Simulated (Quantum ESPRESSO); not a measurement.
**Effort and miss along a sweep of ecutwfc: SrF₂ (Fm-3m, 3 atoms in the cell)**

```
CELL_PARAMETERS angstrom
      0.00000     2.93205     2.93205
      2.93205     0.00000     2.93205
      2.93205     2.93205     0.00000
ATOMIC_POSITIONS crystal
  Sr 0.00000 0.00000 0.00000
  F  0.75000 0.75000 0.75000
  F  0.25000 0.25000 0.25000
```

Computed with PBE, PSlibrary PAW (PBE) pseudopotentials (plane waves; Quantum ESPRESSO).

Base settings: ecutwfc = 55 Ry; ecutrho = 385 Ry; occupations = smearing; smearing = gaussian; degauss = 0.0036749 Ry; potentials = {Sr: Sr.pbe-spn-kjpaw_psl.1.0.0.UPF, F: F.pbe-n-kjpaw_psl.1.0.0.UPF}; K_POINTS = automatic 8 8 8 1 1 1; conv_thr = 1e-10 Ry; mixing_beta = 0.4.

Misses are taken against the tightest run, 110 Ry (ecutrho: 385 Ry → 770 Ry), which need not be fully converged itself. The energy is the free energy per atom.

The count of work is k-points × plane waves × bands × iterations; it is no time, and leaves out set-up, grids and terms that scale otherwise. Core times come from one kind of shared machine and are given to one figure; runs under 30 s give none.

The starting cell comes from a database of computed structures (which also holds hypothetical and non-ambient phases and stackings), without a prior relaxation at this level. Its lattice was rescaled by a random factor within 2.5 % of one. The shifted mesh does not hold Γ, so a gap read on it misses any band edge there.

The runs (ecutwfc): 22 Ry (ecutrho: 385 Ry → 154 Ry) | 28 Ry (ecutrho: 385 Ry → 196 Ry) | 33 Ry (ecutrho: 385 Ry → 231 Ry) | 38 Ry (ecutrho: 385 Ry → 266 Ry) | 44 Ry (ecutrho: 385 Ry → 308 Ry) | 50 Ry (ecutrho: 385 Ry → 350 Ry) | 55 Ry | 63 Ry (ecutrho: 385 Ry → 441 Ry) | 72 Ry (ecutrho: 385 Ry → 504 Ry) | 82 Ry (ecutrho: 385 Ry → 574 Ry) | 96 Ry (ecutrho: 385 Ry → 672 Ry) | 110 Ry (ecutrho: 385 Ry → 770 Ry).

Question: Which is the coarsest setting among those run that, with all tighter ones, holds the energy within 10 meV/atom of the reference, and what does it save?

Answer: 63 Ry (ecutrho: 385 Ry → 441 Ry), off by 8.8 meV/atom; its saving against the reference is no more than about a factor of 2 in time.

Question: Which is the coarsest setting among those run that, with all tighter ones, holds the energy within 5 meV/atom of the reference, and what does it save?

Answer: 72 Ry (ecutrho: 385 Ry → 504 Ry), off by 2.9 meV/atom; its saving against the reference is no more than about a factor of 2 in the count of work.

Question: What does the step from 22 Ry (ecutrho: 385 Ry → 154 Ry) to 44 Ry (ecutrho: 385 Ry → 308 Ry) buy?

Answer: It takes the miss in the energy from 3900 to 26 meV/atom, for 3.1 times the count of work.

```csv
ecutwfc,energy less reference (meV/atom),pressure less reference (GPa),gap on the mesh less reference (eV),count of work / reference,core time / reference (rough)
22 Ry (ecutrho: 385 Ry → 154 Ry),3907.96,-127.89,-0.076,0.082,–
28 Ry (ecutrho: 385 Ry → 196 Ry),872.98,-41.65,-0.008,0.16,–
33 Ry (ecutrho: 385 Ry → 231 Ry),212.13,-13.15,0.006,0.17,–
38 Ry (ecutrho: 385 Ry → 266 Ry),51.74,-2.93,0.000,0.20,–
44 Ry (ecutrho: 385 Ry → 308 Ry),25.73,-0.10,-0.005,0.25,–
50 Ry (ecutrho: 385 Ry → 350 Ry),23.75,-0.14,-0.005,0.31,0.4
55 Ry,18.89,-0.39,-0.003,0.35,0.5
63 Ry (ecutrho: 385 Ry → 441 Ry),8.81,-0.38,-0.001,0.43,0.5
72 Ry (ecutrho: 385 Ry → 504 Ry),2.91,-0.09,0.000,0.53,0.8
82 Ry (ecutrho: 385 Ry → 574 Ry),1.73,0.03,0.000,0.64,0.8
96 Ry (ecutrho: 385 Ry → 672 Ry),1.02,-0.01,0.000,0.90,0.9
110 Ry (ecutrho: 385 Ry → 770 Ry),0.00,0.00,0.000,1.0,1
```
